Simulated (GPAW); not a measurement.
# Ca (I4/mmm) in GPAW: convergence with smearing function

Aim: find how far smearing function must go before the results for Ca settle, at PBE. This setting moves, with any that are tied to it; all else stays.

Everything below comes from runs of GPAW 26.7.0. Logs are shortened: lines on timing, memory, paths and dates and some standing lists are left out, and cuts for length are marked. The log counts tension as positive stress, the text compression.

## 1. Starting point

The structure is tetragonal, space group I4/mmm (No. 139). Conventional cell: a = 4.410 Å, b = 4.410 Å, c = 4.392 Å, α = 90.00°, β = 90.00°, γ = 90.00°. Around Ca (site symmetry 4/mmm) lie 8 Ca at 3.81 Å.

This isn't the form of Ca at room conditions, which is fcc.

## 2. With smearing function fermi-dirac

run.py

```python
from ase import Atoms
from ase.dft.bandgap import bandgap
from ase.io import write
from ase.units import GPa
from gpaw import GPAW, PW

atoms = Atoms(['Ca'],
              cell=[[-2.2052049036, 2.2052049036, 2.19611481],
                    [2.2052049036, -2.2052049036, 2.19611481],
                    [2.2052049036, 2.2052049036, -2.19611481]],
              scaled_positions=[[0.5, 0.5, 0.0]],
              pbc=True)

calc = GPAW(mode=PW(600),
            xc='PBE',
            kpts={'size': (7, 7, 7), 'gamma': True},
            occupations={'name': 'fermi-dirac', 'width': 0.1},
            nbands=12,
            convergence={'density': 1e-05, 'energy': 1e-05},
            maxiter=100,
            txt='gpaw.txt')
atoms.calc = calc
energy = atoms.get_potential_energy()
forces = atoms.get_forces()
stress = atoms.get_stress()
calc.write('gs.gpw')
write('result.traj', atoms)
print(f'Energy: {energy:.6f} eV')
print('Forces (eV/A):')
print(forces.round(4))
print('Stress (GPa):', (stress / GPa).round(3))
print('Fermi level:', round(calc.get_fermi_level(), 4), 'eV')
print(f'Gap: {bandgap(calc)[0]:.4f} eV, direct: {bandgap(calc, direct=True)[0]:.4f} eV')
```

Potentials or basis: GPAW PAW data sets (gpaw-data 1.2.1), pw.

Run with:

```
OMP_NUM_THREADS=1 python run.py
```

gpaw.txt:

```text
__  _  _
 | _ |_)|_||  |
 |__||  | ||/\| - 26.7.0

Input parameters:
  mode=PW(ecut=600.0),
  convergence={'density': 1e-05, 'energy': 1e-05},
  kpts=MonkhorstPack(size=(7, 7, 7), gamma=True),
  maxiter=100,
  nbands=12,
  occupations=Occupations(name='fermi-dirac', width=0.1),
  xc=XC(name='PBE')

Diagonalizing LCAO Hamiltonian
Converting LCAO to pw mode

       Ca

Atoms  # Å, Bohr magnetons
|   | symbol |        x |        y |        z |    initial magnetic moments |
|---|--------|----------|----------|----------|-----------------------------|
| 0 |     Ca | 0.000000 | 0.000000 | 2.196115 | ( 0.0000,  0.0000,  0.0000) |

Unit cell  # Å
| periodic |         x |         y |         z |  lengths |     angles |
|----------|-----------|-----------|-----------|----------|------------|
|      yes | -2.205205 |  2.205205 |  2.196115 | 3.814286 | 109.359847 |
|      yes |  2.205205 | -2.205205 |  2.196115 | 3.814286 | 109.359847 |
|      yes |  2.205205 |  2.205205 | -2.196115 | 3.814286 | 109.694199 |

Number of symmetries: 16
Symmetry operations  # r_c * U_cc + t_c -> r_c
|    | kind |            matrix            |
|----|------|------------------------------|
|  0 |  σ   |  1, 1, 1,  0, 0,-1,  0,-1, 0 |
|  1 |  C4  |  1, 1, 1,  0, 0,-1, -1, 0, 0 |
|  2 |  E   |  1, 0, 0,  0, 1, 0,  0, 0, 1 |
|  3 |  σ   |  1, 0, 0,  0, 1, 0, -1,-1,-1 |
|  4 |  σ   |  0, 1, 0,  1, 0, 0,  0, 0, 1 |
|  5 |  C2  |  0, 1, 0,  1, 0, 0, -1,-1,-1 |
|  6 |  C2  |  0, 0, 1, -1,-1,-1,  1, 0, 0 |
|  7 |  S4  |  0, 0, 1, -1,-1,-1,  0, 1, 0 |
|  8 |  C4  |  0, 0,-1,  1, 1, 1,  0,-1, 0 |
|  9 |  σ   |  0, 0,-1,  1, 1, 1, -1, 0, 0 |
| 10 |  σ   |  0,-1, 0, -1, 0, 0,  1, 1, 1 |
| 11 |  C2  |  0,-1, 0, -1, 0, 0,  0, 0,-1 |
| 12 |  C2  | -1, 0, 0,  0,-1, 0,  1, 1, 1 |
| 13 |  i   | -1, 0, 0,  0,-1, 0,  0, 0,-1 |
| 14 |  S4  | -1,-1,-1,  0, 0, 1,  1, 0, 0 |
| 15 |  C2  | -1,-1,-1,  0, 0, 1,  0, 1, 0 |

BZ-sampling:
  Number of BZ points: 343
  Number of IBZ points: 40

  Monkhorst-Pack size: [7, 7, 7]
  Monkhorst-Pack shift: [0, 0, 0]

K-points  # in reciprocal-cell coordinates
|     |                                coordinates |     weight |
[... 74 lines left out ...]
  SVD Regularization: 0.005
  Good broyden scale: 1.0
  Trust region scale: 1.0
  Backstep threshold: 4.0
  History deletion threshold: 6.0
  Fourier metric: weight=20.0, sigma=0.015

occupation numbers:
  Fermi-Dirac:
    width: 0.1000  # eV

poisson solver:
  ecut: 4800.0  # eV

xc functional:
  name: PBE with 2 nearest neighbor stencil

convergence criteria:
- Maximum integral of absolute [dens]ity change: 1e-05 electrons / valence electron
- Maximum [total energy] change in last 3 cyles: 1e-05 eV / valence electron
- Maximum integral of absolute [eigenst]ate change: 4e-08 eV^2 / valence electron
maximum number of iterations: 100

SCF iterations
|iter     | |      energy | eigst |  dens |
|---------|-|-------------|-------|-------|
|iter:   1| |   -1.899655 | +0.32 |       |
|iter:   2| |   -2.021938 | -1.11 | -1.59 |
|iter:   3| |   -2.028027 | -2.24 | -1.64 |
|iter:   4| |   -2.026596 | -3.36 | -1.79 |
|iter:   5| |   -2.026451 | -3.73 | -2.13 |
|iter:   6| |   -2.026564 | -4.61 | -2.57 |
|iter:   7| |   -2.026565 | -6.17 | -3.33 |
|iter:   8| |   -2.026562c| -6.65 | -3.50 |
|iter:   9| |   -2.026559c| -7.65c| -3.79 |
|iter:  10| |   -2.026555c| -7.47c| -4.01 |
|iter:  11| |   -2.026555c| -8.39c| -5.26c|

Converged in 11 steps
Energy contributions relative to reference atoms: (reference = -18510.869232)

Energy contributions:
  Kinetic:           0.045201
  Coulomb:           2.079313
  Zero:             -0.459333
  External:          0.000000
  Xc:               -3.668224
  Entropy:          -0.047023
  Spinorbit:         0.000000
  ----------------------------
  Free energy:      -2.050067
  Extrapolated:     -2.026555

dipole moment: (-7.287090, -7.287090, 7.257052)  # |e|*Ang

Fermi level: 3.285
Eigenvalues  # (at kpt = [0.000, 0.000, 0.000])
| band index |      eig [eV] | occ [0-2] |
|------------|---------------|-----------|
|          0 |       -38.792 |     2.000 |
|          1 |       -19.732 |     2.000 |
|          2 |       -19.732 |     2.000 |
|          3 |       -19.732 |     2.000 |
|          4 |        -0.741 |     2.000 |
|          5 |         5.557 |     0.000 |
|          6 |         5.575 |     0.000 |
|          7 |         5.575 |     0.000 |
|          8 |         6.575 |     0.000 |
|          9 |         6.598 |     0.000 |
|         10 |        13.397 |     0.000 |
|         11 |        13.426 |     0.000 |

No gap
No difference between direct/indirect transitions

Forces  # eV/Ang
|        x |       y |       z |
|----------|---------|---------|
| -0.00000 | 0.00000 | 0.00000 |  # Ca   0

Stress tensor  # eV/Ang^3
|         x |        y |         z |
|-----------|----------|-----------|
|  0.000896 | 0.000000 | -0.000000 |
|  0.000000 | 0.000896 |  0.000000 |
| -0.000000 | 0.000000 |  0.000927 |

# Writing to gs.gpw (mode='')
```

Run time: 17 s. Hardware: 1 thread of Arm Neoverse V1, shared host; peak memory 0.15 GiB.

Results:

```yaml
Free_energy: -2.0501 eV
Pressure: -0.1 GPa
Band_gap_on_the_k_mesh: none (metal or under the smearing width)
```

## 3. With smearing function gaussian

run.py: that of step 2 with these lines changed.

```diff
@@ -16,3 +16,3 @@
             kpts={'size': (7, 7, 7), 'gamma': True},
-            occupations={'name': 'fermi-dirac', 'width': 0.1},
+            occupations={'name': 'methfessel-paxton', 'order': 0, 'width': 0.1},
             nbands=12,
```

Potentials or basis: GPAW PAW data sets (gpaw-data 1.2.1), pw.

Run with:

```
OMP_NUM_THREADS=1 python run.py
```

Wall time 16 s (1 thread of Arm Neoverse V1, shared host); peak memory 0.15 GiB.

The run converged. Its results:

| Quantity | Value |
| --- | --- |
| Free energy | -2.0274 eV |
| Pressure | -0.1 GPa |
| Band gap on the k mesh | none (metal or under the smearing width) |

## 4. With smearing function marzari-vanderbilt

run.py: that of step 3 with these lines changed.

```diff
@@ -16,3 +16,3 @@
             kpts={'size': (7, 7, 7), 'gamma': True},
-            occupations={'name': 'methfessel-paxton', 'order': 0, 'width': 0.1},
+            occupations={'name': 'marzari-vanderbilt', 'width': 0.1},
             nbands=12,
```

Run with:

```
OMP_NUM_THREADS=1 python run.py
```

Wall time 17 s (1 thread of Arm Neoverse V1, shared host); peak memory 0.15 GiB.

The run converged. Its results:

| Quantity | Value |
| --- | --- |
| Free energy | -2.0220 eV |
| Pressure | -0.1 GPa |
| Band gap on the k mesh | none (metal or under the smearing width) |

## 5. With smearing function methfessel-paxton

run.py: that of step 4 with these lines changed.

```diff
@@ -16,3 +16,3 @@
             kpts={'size': (7, 7, 7), 'gamma': True},
-            occupations={'name': 'marzari-vanderbilt', 'width': 0.1},
+            occupations={'name': 'methfessel-paxton', 'width': 0.1, 'order': 1},
             nbands=12,
```

Run with:

```
OMP_NUM_THREADS=1 python run.py
```

It took 17 s on 1 thread of Arm Neoverse V1, shared host; peak memory 0.15 GiB.

Results (log left out):

* Free energy: -2.0216 eV
* Pressure: -0.1 GPa
* Band gap on the k mesh: none (metal or under the smearing width)

## 6. With smearing function tetrahedron-method

run.py: that of step 5 with these lines changed.

```diff
@@ -16,3 +16,3 @@
             kpts={'size': (7, 7, 7), 'gamma': True},
-            occupations={'name': 'methfessel-paxton', 'width': 0.1, 'order': 1},
+            occupations={'name': 'tetrahedron-method'},
             nbands=12,
```

Potentials or basis: GPAW PAW data sets (gpaw-data 1.2.1), pw.

Run with:

```
OMP_NUM_THREADS=1 python run.py
```

It took 19 s on 1 thread of Arm Neoverse V1, shared host; peak memory 0.15 GiB.

Results (log left out):

```yaml
Free_energy: -2.0016 eV
Pressure: -0.4 GPa
Band_gap_on_the_k_mesh: none (metal or under the smearing width)
```

## 7. With smearing function improved-tetrahedron-method

run.py: that of step 6 with these lines changed.

```diff
@@ -16,3 +16,3 @@
             kpts={'size': (7, 7, 7), 'gamma': True},
-            occupations={'name': 'tetrahedron-method'},
+            occupations={'name': 'improved-tetrahedron-method'},
             nbands=12,
```

Run with:

```
OMP_NUM_THREADS=1 python run.py
```

Wall time 18 s (1 thread of Arm Neoverse V1, shared host); peak memory 0.15 GiB.

Results (log left out):

```
Free energy            : -2.0206 eV
Pressure               : -0.4 GPa
Band gap on the k mesh : none (metal or under the smearing width)
```

## 8. Result

| smearing function | energy less the tightest run, at zero smearing (meV/atom) | pressure (GPa) | SCF cycles | CPU time (s) | peak memory (GiB) |
| --- | --- | --- | --- | --- | --- |
| fermi-dirac | -5.99 | -0.15 | 11 | 17 | 0.15 |
| gaussian | -1.00 | -0.11 | 11 | 16 | 0.15 |
| marzari-vanderbilt | -1.43 | -0.11 | 11 | 17 | 0.15 |
| methfessel-paxton | 0.24 | -0.10 | 11 | 17 | 0.15 |
| tetrahedron-method | 18.97 | -0.41 | 12 | 19 | 0.15 |
| improved-tetrahedron-method | 0.00 | -0.38 | 12 | 18 | 0.15 |

Against the tightest run, the pressure stays within 0.1 GPa from tetrahedron-method on. Not settled before the last step: the energy (to 1 meV/atom). Narrower smearing needs a denser k mesh, so at a fixed mesh the narrowest width isn't the most accurate. The tightest run that finished is the yardstick and may itself not be fully converged.
